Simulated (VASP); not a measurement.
Set up this calculation in VASP 6.6.1, as the native input.

| Item | Value |
| --- | --- |
| Task | single point |
| Functional | r2SCAN |
| Potentials or basis | VASP PAW PBE potentials, release 64 (Cd, S) |
| Cutoff | 520 eV |
| k mesh | 6 × 6 × 4 |
| Occupations | gaussian, width 0.01 eV |
| Spin | no spin polarisation |
| Dipole correction | no |
| Further INCAR settings | ALGO = Normal; EDIFF = 1e-06; NBANDS = 26 |

CdS:

```
Cd S
1.0
     4.40853   -0.06789    0.00000
    -2.26306    3.85184    0.00000
     0.00000    0.00000    5.74812
Cd S
2 2
Direct
  0.33464 0.66658 0.25000
  0.66536 0.33342 0.75000
  0.65962 0.33297 0.25000
  0.34038 0.66703 0.75000
```

The cell was built by a generator and needn't be a form met in nature.

The cell isn't the ideal one: shear_xy strain -3.1%.

One way to write it, as run:

POSCAR

```
CdS
1.0
    4.4085296658     -0.0678913569      0.0000000000
   -2.2630604726      3.8518443624      0.0000000000
    0.0000000000      0.0000000000      5.7481181665
Cd S
2 2
Direct
    0.3346351485      0.6665815758      0.2500000000
    0.6653648515      0.3334184242      0.7500000000
    0.6596241547      0.3329732743      0.2500000000
    0.3403758453      0.6670267257      0.7500000000
```

INCAR.step1

```
SYSTEM = CdS
PREC = Accurate ; ENCUT = 520
ISMEAR = 0 ; SIGMA = 0.01
LREAL = .False. ; LASPH = .True.
NELM = 100 ; NBANDS = 26
GGA = PE ; ALGO = Normal
EDIFF = 1E-4 ; LWAVE = .True.
LCHARG = .False.
```

INCAR.step2

```
SYSTEM = CdS
PREC = Accurate ; ENCUT = 520
EDIFF = 1E-6 ; ISMEAR = 0
SIGMA = 0.01 ; LREAL = .False.
LASPH = .True. ; NELM = 100
ALGO = Normal ; ISIF = 2
LWAVE = .False. ; LCHARG = .False.
METAGGA = R2SCAN ; LMIXTAU = .True.
NBANDS = 26 ; ISTART = 1
```

KPOINTS

```
Automatic mesh
0
Gamma
  6 6 4
  0 0 0
```

Potentials or basis: VASP PAW PBE potentials, release 64 (Cd, S).

Launch:

```bash
$ cat potpaw_PBE.64/Cd/POTCAR potpaw_PBE.64/S/POTCAR > POTCAR
$ cp INCAR.step1 INCAR
$ mpirun -np 1 vasp_std > vasp.out
$ cp INCAR.step2 INCAR
$ mpirun -np 1 vasp_std > vasp.out
```

It gave:

| Quantity | Value |
| --- | --- |
| Pressure | 0.3 GPa |
| Band gap on the k mesh | 1.45 eV, indirect (least direct gap 1.67 eV) |

Caveat: the PAW data sets were made with another functional, which shifts forces and pressure a little.

Wall time 6.8 min on 1 thread of Intel(R) Xeon(R) Platinum 8488C (Sapphire Rapids) (shared host), peak memory 0.33 GiB.
